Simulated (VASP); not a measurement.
Data:

```
AlSb
1.0
    0.00000     3.07000     3.07000
    3.07000     0.00000     3.07000
    3.07000     3.07000     0.00000
Al Sb
1 1
Direct
  0.00000   0.00000   0.00000
  0.25000   0.25000   0.25000
```

Calculation: AM05 GGA, VASP's PBE PAW potentials (set 64) (plane waves; VASP). Settings: 520 eV cut-off, 7×7×7 Γ-centred mesh, Gaussian smearing of 0.050 eV, potentials Al Sb.

Problem. The ions, cell shape and volume are relaxed. What does this cell relax into?

Solution. 
```
AlSb
1.0
    0.00000     3.08993     3.08993
    3.08993     0.00000     3.08993
    3.08993     3.08993     0.00000
Al Sb
1 1
Direct
  0.00000   0.00000   0.00000
  0.25000   0.25000   0.25000
```
Space group F-43m (216), at a tolerance of 0.03 Å.

Problem. How do energy and volume change from the first to the last step?

Solution. The energy (σ→0) changes by -1.8 meV/atom and the volume by +2.0 %, in 3 ionic steps.

```json
[
 {"step": "1", "E(σ→0) (eV)": "-8.4400", "max force (eV/Å)": "0.000", "pressure (GPa)": "1.06", "volume (Å³)": "57.87"},
 {"step": "2", "E(σ→0) (eV)": "-8.4431", "max force (eV/Å)": "0.000", "pressure (GPa)": "-0.42", "volume (Å³)": "59.49"},
 {"step": "3", "E(σ→0) (eV)": "-8.4437", "max force (eV/Å)": "0.000", "pressure (GPa)": "0.00", "volume (Å³)": "59.00"}
]
```

The compound is AlSb in the zinc blende structure. This run relaxes it. Symmetry was kept, so distortions that lower it aren't found.
